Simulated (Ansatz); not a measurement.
# Squeezing Rh (omega type)

```yaml
crystal:
  lattice:
    - [4.34056, 0.00000, 0.00000]
    - [-2.17028, 3.75904, 0.00000]
    - [0.00000, 0.00000, 2.65768]
  atoms:
    - { symbol: Rh, position: [0.00000, 0.00000, 0.00000] }
    - { symbol: Rh, position: [0.33333, 0.66667, 0.50000] }
    - { symbol: Rh, position: [0.66667, 0.33333, 0.50000] }
```

The cell comes from a relaxation on PAW files under the same functional, begun from a prototype that needn't be the stable phase.

Its volume is scaled, and at each volume shape and atoms are relaxed on PAW files; all methods then take that cell.

Level of theory: DFT with PBE, scalar-relativistic, in Ansatz 0.2.0; a Γ-centred 8×8×11 k mesh, Fermi–Dirac smearing of 0.08 eV, no spin polarisation. LAPW: all electrons, basis error target 1 meV/atom; PAW: frozen-core files, cutoff 420 eV; crystal datasets: all electrons, by PAW datasets that the program makes for each cell; norm-conserving: pseudopotentials, cutoff 1197 eV; PAW (partial waves polarizable): frozen-core files, cutoff 420 eV.

Energies are extrapolated to zero smearing and count from the unscaled cell; pressure is positive in compression; gaps take the mesh and a band path. No temperature or zero-point motion is included.

| V/V0 | V (Å³/atom) | P LAPW (GPa) | ΔE LAPW (eV/atom) | P PAW − LAPW (GPa) | ΔE PAW − LAPW (meV/atom) | space group | shortest distance (Å) |
| --- | --- | --- | --- | --- | --- | --- | --- |
| 1.00 | 14.45 | -0.06 | 0.000 | 0.05 | 0.0 | P6/mmm | 2.506 |
| 0.88 | 12.72 | 42.1 | 0.196 | 0.04 | 0.5 | P6/mmm | 2.406 |
| 0.78 | 11.27 | 110.9 | 0.851 | 0.04 | 0.9 | P6/mmm | 2.315 |
| 0.68 | 9.83 | ? | 2.371 | 0.03 | 1.2 | P6/mmm | 2.214 |
| 0.43 | 6.22 | 1498 | 17.686 | -7.93 | -34.9 | P6/mmm | 1.907 |

(1) Fill in "P LAPW (GPa)" for the row "0.68".

(2) Fit the Vinet equation to the LAPW pressures over the whole range, with residuals weighted by 1/(|P| + 0.03·Pmax).

(3) From the table, what is the rise of the enthalpy H = E + pV up to the last row, and how stiff is the crystal between the last two rows?

(4) At the smallest volume, how far do crystal datasets and norm-conserving and PAW (partial waves polarizable) lie from LAPW in pressure?

(5) How do the Löwdin populations by LAPW change from the unscaled cell to the last row?

Results:

(1) 240.4.

(2) V0 = 14.45 Å³/atom, B0 = 235 GPa and B0′ = 5.34, and the fit misses no point by more than 1.1 GPa. A fit over so wide a range pins B0 less well than one near rest.

(3) ΔH = 17.686 eV + (1498 GPa × 6.22 Å³ + 0.06 GPa × 14.45 Å³) × 0.006242 eV/(GPa·Å³) = 75.82 eV/atom, of which pV makes 77 %. The mean bulk modulus there is −ΔP/Δln V = 2740 GPa.

(4) crystal datasets: 0.00 GPa; norm-conserving: +7.34 GPa; PAW (partial waves polarizable): -7.95 GPa, on a LAPW pressure of 1498 GPa.

(5) Rh 4s 1.97 → 1.88, Rh 5s 0.80 → 0.60, Rh 4d 8.14 → 8.45 electrons an atom. These are projections on the shells that the free atoms fill; 0.27 e a cell lies outside them at the start and 0.32 e at the end.
